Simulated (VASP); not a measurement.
Set up this calculation in VASP 6.6.1, as the native input.

* Task: single point
* Functional: PBE
* Potentials or basis: VASP PAW PBE potentials, release 64 (Mo_sv)
* Cutoff: 520 eV
* k mesh: 12 × 12 × 12
* Occupations: gaussian, width 0.1 eV
* Spin: no spin polarisation
* Further INCAR settings: ALGO = Normal; EDIFF = 1e-07

The structure of Mo lies in POSCAR:

```
Mo                                      
1.0
   -1.5650868827      1.5650868827      1.5650868827
    1.5650868827     -1.5650868827      1.5650868827
    1.5650868827      1.5650868827     -1.5650868827
  Mo            
     1
Direct
     0.0000000000000000    0.0000000000000000    0.0000000000000000
```

The cell isn't the ideal one: a relaxed cell with its volume scaled by 0.97.

One way to write it, as run:

INCAR

```
ALGO = Normal
EDIFF = 1E-7
ENCUT = 520
GGA = PE
ISIF = 2
ISMEAR = 0
LASPH = True
LCHARG = False
LREAL = False
LWAVE = False
NELM = 80
PREC = Accurate
SIGMA = 0.1
```

KPOINTS

```
k-points
0
Gamma
  12 12 12
```

Potentials or basis: VASP PAW PBE potentials, release 64 (Mo_sv).

Command:

```sh
$ cat potpaw_PBE.64/Mo_sv/POTCAR > POTCAR
$ mpirun -np 1 vasp_std > vasp.out
```

It gave:

The pressure is 8.5 GPa and the band gap on the k mesh is none (metal or under the smearing width).

Run time: 4.8 s on 1 thread of Intel(R) Xeon(R) 6975P-C (Granite Rapids), on a shared host, peak memory 0.13 GiB.
